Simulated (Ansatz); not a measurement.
## Relativity in KI

```yaml
crystal:
  lattice:
    - [0.00000, 3.52455, 3.52455]
    - [3.52455, 0.00000, 3.52455]
    - [3.52455, 3.52455, 0.00000]
  atoms:
    - { symbol: K, position: [0.00000, 0.00000, 0.00000] }
    - { symbol: I, position: [0.50000, 0.50000, 0.50000] }
```

Atom numbers follow the list: K1, I2.

The cell is COD entry 9009735, as deposited and not checked against the literature; nothing was relaxed.

One fixed cell is solved with PBE by LAPW (all electrons) in Ansatz 0.2.0 under different relativistic treatments. Pressure is positive in compression.

The runs use a Γ-centred 8×8×8 k mesh, Fermi–Dirac smearing of 0.01 eV, basis error target 1 meV/atom, no spin polarisation.

```json
{"setting": "scalar-relativistic", "P (GPa)": "0.68", "gap over the k mesh and a high-symmetry path (eV)": "?", "lowest level at Γ above −25 eV, from the valence-band top or, without a gap, the Fermi level (eV)": "-11.97"}
{"setting": "non-relativistic", "P (GPa)": "0.88", "gap over the k mesh and a high-symmetry path (eV)": "4.46", "lowest level at Γ above −25 eV, from the valence-band top or, without a gap, the Fermi level (eV)": "-11.91"}
{"setting": "with spin–orbit coupling", "P (GPa)": "0.69", "gap over the k mesh and a high-symmetry path (eV)": "3.66", "lowest level at Γ above −25 eV, from the valence-band top or, without a gap, the Fermi level (eV)": "?"}
```

Q: What belongs in the row "with spin–orbit coupling", column "lowest level at Γ above −25 eV, from the valence-band top or, without a gap, the Fermi level (eV)"?

A: -12.47.

Q: Give the missing entry: row "scalar-relativistic", column "gap over the k mesh and a high-symmetry path (eV)".

A: 3.98.
